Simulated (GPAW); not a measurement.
# ZnS (Wurtzite-2H) (P6_3mc) in GPAW: single point with PBE

Aim: the single point of ZnS (Wurtzite-2H) with PBE.

All numbers are computed with GPAW 26.7.0; they aren't measurements. Logs are shortened: lines on timing, memory, paths and dates and some standing lists are left out, and cuts for length are marked. The log counts tension as positive stress, the text compression.

**Experimental background.**

A printed reference work, monograph reports, for a bulk crystal of ZnS at 4 K: band gap 3.911 eV (direct).

How close the calculation comes is told below.

## (1) The structure

It takes space group P6_3mc (No. 186, hexagonal). The conventional cell has a = 3.811 Å, b = 3.811 Å, c = 6.234 Å, α = 90.00°, β = 90.00°, γ = 120.00°. Around Zn (site symmetry 3m) lie 4 S at 2.31 to 2.40 Å. Around S (site symmetry 3m) lie 4 Zn at 2.31 to 2.40 Å.

## (2) Single point, PBE

Contents of run.py:

```python
from ase import Atoms
from ase.dft.bandgap import bandgap
from ase.io import write
from ase.units import Bohr, GPa
from gpaw import GPAW, PW
from gpaw.elf import elf_from_dft_calculation

atoms = Atoms(['Zn', 'Zn', 'S', 'S'],
              cell=[[3.811, 0.0, 0.0],
                    [-1.9055, 3.3004228138, 0.0],
                    [0.0, 0.0, 6.234]],
              scaled_positions=[[0.6666666667, 0.3333333333, 0.5],
                                [0.3333333333, 0.6666666667, 0.0],
                                [0.6666666667, 0.3333333333, 0.885],
                                [0.3333333333, 0.6666666667, 0.385]],
              pbc=True)

calc = GPAW(mode=PW(600),
            xc='PBE',
            kpts={'size': (8, 8, 5), 'gamma': True},
            occupations={'name': 'methfessel-paxton', 'order': 0, 'width': 0.027000000000000003},
            nbands=31,
            convergence={'density': 1e-05, 'energy': 1e-05},
            maxiter=150,
            txt='gpaw.txt')
atoms.calc = calc
energy = atoms.get_potential_energy()
forces = atoms.get_forces()
stress = atoms.get_stress()
calc.write('gs.gpw')
write('result.traj', atoms)
print(f'Energy: {energy:.6f} eV')
print('Forces (eV/A):')
print(forces.round(4))
print('Stress (GPa):', (stress / GPa).round(3))
print('Fermi level:', round(calc.get_fermi_level(), 4), 'eV')
print(f'Gap: {bandgap(calc)[0]:.4f} eV, direct: {bandgap(calc, direct=True)[0]:.4f} eV')

# fields on the real-space grid
write('density.cube', atoms, data=calc.get_pseudo_density() * Bohr**3)
write('potential.cube', atoms, data=calc.get_electrostatic_potential())
write('elf.cube', atoms, data=elf_from_dft_calculation(calc).data)
```

Potentials or basis: GPAW PAW data sets (gpaw-data 1.2.1), pw.

Started as:

```console
$ OMP_NUM_THREADS=1 python run.py
```

gpaw.txt:

```text
__  _  _
 | _ |_)|_||  |
 |__||  | ||/\| - 26.7.0

Input parameters:
  mode=PW(ecut=600.0),
  convergence={'density': 1e-05, 'energy': 1e-05},
  kpts=MonkhorstPack(size=(8, 8, 5), gamma=True),
  maxiter=150,
  nbands=31,
  occupations=Occupations(name='methfessel-paxton', order=0, width=0.027000000000000003),
  xc=XC(name='PBE')

Diagonalizing LCAO Hamiltonian
Converting LCAO to pw mode

            S

            Zn
        S

        Zn

Atoms  # Å, Bohr magnetons
|   | symbol |         x |        y |        z |    initial magnetic moments |
|---|--------|-----------|----------|----------|-----------------------------|
| 0 |     Zn |  1.905500 | 1.100141 | 3.117000 | ( 0.0000,  0.0000,  0.0000) |
| 1 |     Zn | -0.000000 | 2.200282 | 0.000000 | ( 0.0000,  0.0000,  0.0000) |
| 2 |      S |  1.905500 | 1.100141 | 5.517090 | ( 0.0000,  0.0000,  0.0000) |
| 3 |      S | -0.000000 | 2.200282 | 2.400090 | ( 0.0000,  0.0000,  0.0000) |

Unit cell  # Å
| periodic |         x |        y |        z |  lengths |     angles |
|----------|-----------|----------|----------|----------|------------|
|      yes |  3.811000 | 0.000000 | 0.000000 | 3.811000 |  90.000000 |
|      yes | -1.905500 | 3.300423 | 0.000000 | 3.811000 |  90.000000 |
|      yes |  0.000000 | 0.000000 | 6.234000 | 6.234000 | 120.000000 |

Number of symmetries: 6
Symmetry operations  # r_c * U_cc + t_c -> r_c
|   | kind |            matrix            |
|---|------|------------------------------|
| 0 |  σ   |  1, 1, 0,  0,-1, 0,  0, 0, 1 |
| 1 |  E   |  1, 0, 0,  0, 1, 0,  0, 0, 1 |
| 2 |  C3  |  0, 1, 0, -1,-1, 0,  0, 0, 1 |
| 3 |  σ   |  0,-1, 0, -1, 0, 0,  0, 0, 1 |
| 4 |  σ   | -1, 0, 0,  1, 1, 0,  0, 0, 1 |
| 5 |  C3  | -1,-1, 0,  1, 0, 0,  0, 0, 1 |

BZ-sampling:
  Number of BZ points: 320
  Number of IBZ points: 40

  Monkhorst-Pack size: [8, 8, 5]
  Monkhorst-Pack shift: [0.0625, 0.0625, 0.0]

K-points  # in reciprocal-cell coordinates
|     |                                coordinates |     weight |
|-----|--------------------------------------------|------------|
|   0 | (  0.00000000,   0.00000000,   0.00000000) | 0.00312500 |
|   1 | (  0.00000000,   0.00000000,   0.20000000) | 0.00625000 |
|   2 | (  0.00000000,   0.00000000,   0.40000000) | 0.00625000 |
|   3 | (  0.12500000,   0.00000000,  -0.40000000) | 0.01875000 |
|   4 | (  0.12500000,   0.00000000,  -0.20000000) | 0.01875000 |
|   5 | (  0.12500000,   0.00000000,   0.00000000) | 0.01875000 |
|   6 | (  0.12500000,   0.00000000,   0.20000000) | 0.01875000 |
|   7 | (  0.12500000,   0.00000000,   0.40000000) | 0.01875000 |
|   8 | (  0.25000000,  -0.12500000,   0.00000000) | 0.01875000 |
|   9 | (  0.25000000,  -0.12500000,   0.20000000) | 0.03750000 |
| ... |                                            |            |
|  39 | (  0.50000000,   0.50000000,   0.40000000) | 0.01875000 |

Plane wave coefficients: 2643
Cutoff: 600.0 eV

Spin-components: 1 (collinear spins)
Bands:           31
Projectors:      22
Spin-degeneracy: 2
Datatype:        complex128

Parallelization:
  kpt:    1
  domain: 1
  band:   1

Density:
  Valence electrons: 36.0
  Components: 1
  Grid points: [24 24 36]
  Charge: 0.0  # |e|

Potential:
  Grid points: [24 24 36]

species:
  Zn:
    name:    Zinc
    Z:       30.0
    valence: 12
    core:    18
    charge:  0.0  # [|e|]
    compensation charges:
      type: gauss
      rc: 0.37  # [Å]
      lmax: 2
    cutoffs:
      filter: 2.14  # [Å]
      core: 2.28  # [Å]
    projectors
    | kind |    occ | energy [eV] | rcut [Å] |
    |------|--------|-------------|----------|
    |   4s |  2.000 |      -5.977 |    1.286 |
    |   4p |  0.000 |      -1.117 |    1.270 |
    |   3d | 10.000 |     -10.142 |    1.180 |
    |    s |        |      21.234 |    1.286 |
    |    p |        |      26.095 |    1.270 |
    |    d |        |      17.070 |    1.180 |

    Using partial waves for Zn as LCAO basis

  S:
    name:    Sulfur
    Z:       16.0
    valence: 6
    core:    10
    charge:  0.0  # [|e|]
    compensation charges:
      type: gauss
      rc: 0.24  # [Å]
      lmax: 2
    cutoffs:
      filter: 1.77  # [Å]
      core: 1.66  # [Å]
    projectors
    | kind |    occ | energy [eV] | rcut [Å] |
    |------|--------|-------------|----------|
    |   3s |  2.000 |     -17.254 |    0.974 |
    |   3p |  4.000 |      -7.008 |    0.979 |
    |    s |        |       9.957 |    0.974 |
    |    p |        |      20.203 |    0.979 |
    |    d |        |       0.000 |    0.900 |

    Using partial waves for S as LCAO basis

Reference energy: -119437.893101  # eV

eigensolver:
  PPCG
  Converge bands: occupied
  niter=2

density mixing:
  MSR1-Mixer
  Pratt-step length: 0.05
  Maximum mixing coefficient: 0.75
  Old densities: 10
  SVD Regularization: 0.005
  Good broyden scale: 1.0
  Trust region scale: 1.0
  Backstep threshold: 4.0
  History deletion threshold: 6.0
  Fourier metric: weight=20.0, sigma=0.015

occupation numbers:
  Methfessel-Paxton:
    width: 0.0270  # eV
    order: 0

poisson solver:
  ecut: 4800.0  # eV

xc functional:
  name: PBE with 2 nearest neighbor stencil

convergence criteria:
[... 6 lines left out ...]
|iter     | |      energy | eigst |  dens |
|---------|-|-------------|-------|-------|
|iter:   1| |  -14.537980 | +0.09 |       |
|iter:   2| |  -14.373602 | -1.53 | -1.18 |
|iter:   3| |  -13.800637 | -1.36 | -1.23 |
|iter:   4| |  -13.802975 | -2.51 | -1.80 |
|iter:   5| |  -13.806242 | -3.54 | -2.24 |
|iter:   6| |  -13.806150 | -4.16 | -2.99 |
|iter:   7| |  -13.806206c| -5.10 | -3.50 |
|iter:   8| |  -13.806221c| -5.96 | -3.85 |
|iter:   9| |  -13.806221c| -7.10 | -4.40 |
|iter:  10| |  -13.806221c| -7.44c| -5.02c|

Converged in 10 steps
Energy contributions relative to reference atoms: (reference = -119437.893101)

Energy contributions:
  Kinetic:          23.123397
  Coulomb:         -19.499429
  Zero:              0.108651
  External:          0.000000
  Xc:              -17.538839
  Entropy:           0.000000
  Spinorbit:         0.000000
  ----------------------------
  Free energy:     -13.806221
  Extrapolated:    -13.806221

dipole moment: (0.000002, -0.000000, -7.474086)  # |e|*Ang

Fermi level: 4.616
Eigenvalues  # (at kpt = [0.000, 0.000, 0.000])
| band index |      eig [eV] | occ [0-2] |
|------------|---------------|-----------|
|          0 |        -9.374 |     2.000 |
|        ... |               |           |
|         10 |        -1.971 |     2.000 |
|         11 |        -1.813 |     2.000 |
|         12 |        -1.339 |     2.000 |
|         13 |         2.963 |     2.000 |
|         14 |         2.963 |     2.000 |
|         15 |         3.808 |     2.000 |
[... 8 lines left out ...]
|         24 |        11.401 |     0.000 |
|         25 |        13.116 |     0.000 |
|        ... |               |           |
|         30 |        16.062 |     0.000 |

Gap: 2.242 eV
Transition (v -> c):
  (s=0, k=0, n=17, [0.00, 0.00, 0.00]) -> (s=0, k=0, n=18, [0.00, 0.00, 0.00])
No difference between direct/indirect transitions

Forces  # eV/Ang
|       x |        y |        z |
|---------|----------|----------|
| 0.00000 |  0.00000 |  0.32819 |  # Zn   0
| 0.00000 | -0.00000 |  0.32811 |  # Zn   1
| 0.00000 |  0.00000 | -0.32821 |  # S    2
| 0.00000 |  0.00000 | -0.32817 |  # S    3

Stress tensor  # eV/Ang^3
|         x |         y |         z |
|-----------|-----------|-----------|
| -0.019158 |  0.000000 |  0.000000 |
|  0.000000 | -0.019158 |  0.000000 |
|  0.000000 |  0.000000 | -0.005925 |

# Writing to gs.gpw (mode='')
```

Wall time 52 s (1 thread of Arm Neoverse V2, shared host); peak memory 0.23 GiB.

Results:

```yaml
Free_energy: -13.8062 eV
Pressure: 2.4 GPa
Largest_force: 0.328 eV/Å
Band_gap_on_the_k_mesh: 2.24 eV, direct
```

Forces in eV/Å, atoms in the order of the input:
```
Zn   0.000  0.000  0.328
Zn   0.000  0.000  0.328
S    0.000  0.000 -0.328
S    0.000  0.000 -0.328
```

Stress tensor (GPa, compression positive):
```
3.07 0.00 0.00
0.00 3.07 0.00
0.00 0.00 0.95
```

Levels at points of the mesh, in eV from the valence-band top:
```csv
k point,band 14,band 15,band 16,band 17,band 18,band 19,band 20,band 21,band 22,band 23
"(0.00, 0.00, 0.00)",-0.86,-0.86,-0.01,-0.01,0.00,2.24,2.99,6.28,6.28,6.58
"(0.50, 0.50, 0.00)",-4.21,-3.15,-2.25,-1.56,-0.98,3.61,4.26,5.17,7.10,7.40
```

## (3) Comparison with measurements

Step 2. Measured gap of ZnS: 3.911 eV (direct; 4 K; a printed reference work, monograph). This calculation gives 2.24 eV (-1.67 eV). The value is that of PBE, without temperature or zero-point motion. Semilocal functionals fall short of measured gaps as a rule.
